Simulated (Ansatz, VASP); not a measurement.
# Si24O47 (V_O) in two plane-wave programs, part 4 of 4

Wanted: the spread between two codes on one cell, functional and k mesh. Of the first pair: The cell is taken from a series of runs on this material, whose earlier steps may have relaxed, scaled, displaced or heated it; both programs get it as it stands.

VASP 6.6.1 and Ansatz 0.2.0.

So far. Step 3 (VASP: single point, PBEsol, pair 1): The run ends at a pressure of -1.17 GPa, with forces up to 0.055 eV/Å. Step 6 (VASP: single point, PBEsol, start cell, pair 2): The run ends at a pressure of -0.57 GPa, with forces up to 5.1 eV/Å.

## 9. VASP: single point, PBEsol, relaxed cell, pair 3

Level of this step: PBEsol, spin-polarised from a ferromagnetic start; plane waves and PAW (Si, O) (VASP).

The same cell, functional and mesh now go to VASP, with its own data sets.

Input file INCAR:

```
SYSTEM = Si24O47
PREC = Accurate
ENCUT = 520
EDIFF = 1E-06
NELM = 200
ISMEAR = 0
SIGMA = 0.01
LREAL = Auto
ALGO = Normal
GGA = PS
NELECT = 377
NBANDS = 240
ISPIN = 2
MAGMOM = -0 0 0 0.03 0 0 0 -0 0 0 0 0.03 0 0 0 -0 0 0 0 -0 0 0 0 0 0.05 0 0 0 0 0.02 -0 0.05 0.04 -0 0 0 0 0 0 0 -0 0 0 0 0.04 0.03 0 0 0 0 0 0 -0 0 0 0 0 0 0 0 0 0 0 0 0 0 0 0 0 0 0
LORBIT = 11
LWAVE = .FALSE.
LCHARG = .FALSE.
ISIF = 2
ISYM = 0
NUPDOWN = 1
LASPH = .TRUE.
GGA_COMPAT = .FALSE.
NCORE = 2
```

Input file POSCAR:

```
Si24O47
1.0
    9.8968274600      0.0000000000      0.0000000000
   -4.9484137400      8.5709040000      0.0000000000
    0.0000000000      0.0000000000     10.8826433400
Si O
24 47
Direct
    0.2639300000      0.2634700000      0.0018100000
    0.9941100000      0.2429400000      0.3342500000
    0.2320600000      0.9982600000      0.1671000000
    0.2621800000      0.2581200000      0.5040700000
    0.9977300000      0.2285300000      0.8342400000
    0.2362000000      0.9915400000      0.6731000000
    0.2659400000      0.7658900000      0.9995300000
    0.9983800000      0.7335800000      0.3332900000
    0.2379200000      0.5027800000      0.1666600000
    0.2695600000      0.7607300000      0.4926000000
    0.9976500000      0.7337900000      0.8370900000
    0.2377400000      0.4897100000      0.6682700000
    0.7702900000      0.2720200000      0.9981300000
    0.4953100000      0.2392200000      0.3334800000
    0.7423200000      0.0056200000      0.1642200000
    0.7566900000      0.2659900000      0.5031200000
    0.5006900000      0.2365500000      0.8354600000
    0.7344100000      0.9990400000      0.6656800000
    0.7666300000      0.7666600000      0.0024800000
    0.5066000000      0.7407500000      0.3282500000
    0.7348100000      0.5017600000      0.1667900000
    0.7670800000      0.7676600000      0.5001800000
    0.5037500000      0.7340200000      0.8313700000
    0.7307000000      0.5025600000      0.6695300000
    0.1277300000      0.2234800000      0.4080400000
    0.2930700000      0.4265900000      0.0597400000
    0.0751700000      0.3710600000      0.2270000000
    0.2021600000      0.1311300000      0.1079500000
    0.3560300000      0.0760000000      0.2801300000
    0.4260000000      0.3095700000      0.4391500000
    0.1336600000      0.2044700000      0.8929800000
    0.0747900000      0.3521400000      0.7177500000
    0.2116500000      0.1276000000      0.6077000000
    0.3692200000      0.0714500000      0.7771500000
    0.4264800000      0.2918700000      0.9435300000
    0.1347300000      0.7066100000      0.3901400000
    0.2972300000      0.9285000000      0.0616300000
    0.0693300000      0.8627600000      0.2244600000
    0.2089400000      0.6357300000      0.1071500000
    0.3695200000      0.5759500000      0.2741800000
    0.4354800000      0.8061100000      0.4323000000
    0.1343900000      0.7063000000      0.8918100000
    0.2892400000      0.9075900000      0.5716500000
    0.0698400000      0.8673400000      0.7309500000
    0.2177700000      0.6074600000      0.5814600000
    0.3732600000      0.5657500000      0.7689500000
    0.4239400000      0.7882600000      0.9351600000
    0.6191400000      0.2038000000      0.4009800000
    0.7965200000      0.4330600000      0.0584000000
    0.5714900000      0.3652900000      0.2240400000
    0.7167400000      0.1416300000      0.1058400000
    0.8705200000      0.0765900000      0.2748000000
    0.9166200000      0.3009300000      0.4361400000
    0.6377200000      0.2114600000      0.8918100000
    0.7883500000      0.4286600000      0.5629100000
    0.5667300000      0.3684000000      0.7276400000
    0.7069000000      0.1349100000      0.6097400000
    0.8613800000      0.0675100000      0.7768900000
    0.9322500000      0.3024400000      0.9344500000
    0.6366000000      0.7099300000      0.3920300000
    0.8009900000      0.9330900000      0.0572000000
    0.5786500000      0.8691300000      0.2194700000
    0.7045500000      0.6360800000      0.1105100000
    0.8627800000      0.5705500000      0.2766600000
    0.9296000000      0.7936500000      0.4428600000
    0.6369100000      0.7076600000      0.8930900000
    0.7982000000      0.9319100000      0.5580000000
    0.5710200000      0.8605900000      0.7210100000
    0.7032700000      0.6366700000      0.6086800000
    0.8628400000      0.5731800000      0.7764100000
    0.9290800000      0.7922600000      0.9465200000
```

Input file KPOINTS:

```
Points of the shifted mesh
1
Reciprocal
 0.2500000000  0.2500000000  0.2500000000 1
```

PAW data sets: Si and O (PBE family, release 64).

Started as:

```
> mpirun -np 8 vasp_std
```

Numbers of over 12 decimals in the logs are rounded to 6 here.

The program printed:

```text
[... set-up lines as in an earlier step ...]
 entering main loop
       N       E                     dE             d eps       ncg     rms          rms(c)
DAV:   1     0.240322913903E+04    0.24032E+04   -0.19732E+05   976   0.145E+03
DAV:   2    -0.448842244673E+03   -0.28521E+04   -0.27896E+04  1152   0.336E+02
DAV:   3    -0.647412491823E+03   -0.19857E+03   -0.19759E+03  1168   0.941E+01
DAV:   4    -0.650544774337E+03   -0.31323E+01   -0.31216E+01  1152   0.126E+01
DAV:   5    -0.650617207056E+03   -0.72433E-01   -0.72335E-01  1168   0.178E+00BRMIX: very serious problems
 the old and the new charge density differ
 old charge density:   378.00000 new  377.00000
    0.686E+01
DAV:   6    -0.583954774810E+03    0.66662E+02   -0.28421E+02  1088   0.327E+01    0.331E+01
DAV:   7    -0.583398858741E+03    0.55592E+00   -0.75373E+00  1192   0.545E+00    0.122E+01
DAV:   8    -0.583159589031E+03    0.23927E+00   -0.49750E-01  1152   0.213E+00    0.467E+00
DAV:   9    -0.583170333820E+03   -0.10745E-01   -0.11431E-01  1152   0.975E-01    0.169E+00
[...]
DAV:  16    -0.583191334077E+03    0.18859E-05   -0.45469E-05  1240   0.259E-02    0.783E-03
DAV:  17    -0.583191334969E+03   -0.89205E-06   -0.16681E-05  1160   0.137E-02    0.867E-03
DAV:  18    -0.583191334545E+03    0.42444E-06   -0.17759E-06   832   0.376E-03
   1 F= -.58319133E+03 E0= -.58319133E+03  d E =-.452685E-19  mag=     1.0000
```

OUTCAR, selected parts (step 9):

```text
  Total       -4.3340806     -8.7948680     -6.7814394      1.5581544     -3.5985572      0.3387132
  in kB       -7.5222981    -15.2645105    -11.7699723      2.7043572     -6.2457122      0.5878759
  external PRESSURE =     -11.5189270 kB  Pullay stress =       0.0000000 kB

 POSITION                                       TOTAL-FORCE (eV/Angst)
 -----------------------------------------------------------------------------------
      1.30831      2.25818      0.01970         0.009448      0.016228     -0.008385
      8.63637      2.08222      3.63752         0.032231     -0.004560      0.020198
     -2.64315      8.55599      1.81849        -0.008157     -0.001720     -0.000039
      1.31747      2.21232      5.48561        -0.044175      0.059227      0.053739
      8.74350      1.95871      9.07874         0.007744     -0.002059     -0.022402
     -2.56892      8.49839      7.32511        -0.024612      0.019956     -0.020832
     -1.15798      6.56437     10.87753         0.014551      0.018936     -0.002466
      6.25074      6.28744      3.62708         0.017628     -0.020918      0.011143
     -0.13331      4.30928      1.81370        -0.018140     -0.006748      0.004811
     -1.09662      6.52014      5.36079         0.000709     -0.008923      0.025974
      6.24247      6.28924      9.10975         0.004550     -0.016137     -0.003235
     -0.07042      4.19726      7.27254         0.022930     -0.048151     -0.057493
      6.27736      2.33146     10.86229         0.012617      0.018206     -0.004904
      3.71824      2.05033      3.62914        -0.007567      0.004320      0.014073
[...]
-----------------------------------------------------------------------------------
    total drift:                               -0.001473     -0.006802     -0.024666

  FREE ENERGIE OF THE ION-ELECTRON SYSTEM (eV)
  ---------------------------------------------------
  free  energy   TOTEN  =      -583.1913345446 eV

  energy  without entropy=     -583.1913345446  energy(sigma->0) =     -583.19133454

 magnetization (x)
# of ion       s       p       d       tot
------------------------------------------
    1       -0.000  -0.000   0.000  -0.000
    2        0.000   0.000   0.000   0.000
    3       -0.000   0.000   0.000   0.000
    4        0.035   0.064   0.000   0.099
    5        0.000   0.001   0.000   0.001
    6        0.001   0.002   0.000   0.004
    7       -0.000  -0.000   0.000  -0.000
    8       -0.000  -0.000   0.000  -0.000
    9        0.000   0.000   0.000   0.000
   10        0.000   0.001   0.000   0.001
   11        0.000   0.000   0.000   0.000
   12        0.028   0.052   0.000   0.080
   13        0.000   0.000   0.000   0.000
[...]
--------------------------------------------------
tot          0.094   0.375   0.000   0.469

[... 1 part as in an earlier step ...]

[... 2 further parts left out ...]
[key lines of the parts left out:]
E-fermi :   0.9123
```

The run ends at a pressure of -1.15 GPa, with forces up to 0.091 eV/Å.

## 10. Comparison

Both answers:

| quantity | Ansatz | VASP | difference |
| --- | --- | --- | --- |
| total moment, fixed by the input (μB) | 1.00 | 1.00 | 0.00 |
| moment on Si4 (μB) | 0.03 | 0.10 | -0.07 |
| moment on Si12 (μB) | 0.03 | 0.08 | -0.05 |
| moment on O32 (μB) | 0.05 | 0.06 | 0.00 |
| moment on O25 (μB) | 0.05 | 0.05 | 0.00 |

The cell carries a charge of +1 e against a uniform background, so its pressure also hangs on how the neutralising background is counted, and in a defect's cell a gap may be the spacing between its levels.

## 11. Results

```
r.m.s. force difference (single point, PBEsol, pair 1)                   : 16 meV/Å
r.m.s. force difference (single point, PBEsol, start cell, pair 2)       : 2.3 % of the r.m.s. force
difference in moment on Si4 (single point, PBEsol, relaxed cell, pair 3) : -0.065 μB
```

**Reading.** The r.m.s. force difference is 16 meV/Å (single point, PBEsol, pair 1), beyond the 12 meV/Å picked in this series as the mark of a large difference. What causes the difference of the single point, PBEsol, pair 1 pair stays open here. 2 further runs of this series are not shown here. Such differences can come from data sets, numerical settings and the points named under the comparisons, not from the functional's error against experiment.

[Lines on the potential files, build, host, timing and source positions are cut from VASP's logs without a mark.]

[Logs are printed without paths, hosts, clocks, repeated set-up lines and the standing remarks that a program may print on its own settings, such as how far it seeks lower states.]

[Hosts, paths, dates, database ids (printed as entryN), source tags and the programs' standing remarks are cut or masked in the printed files.]
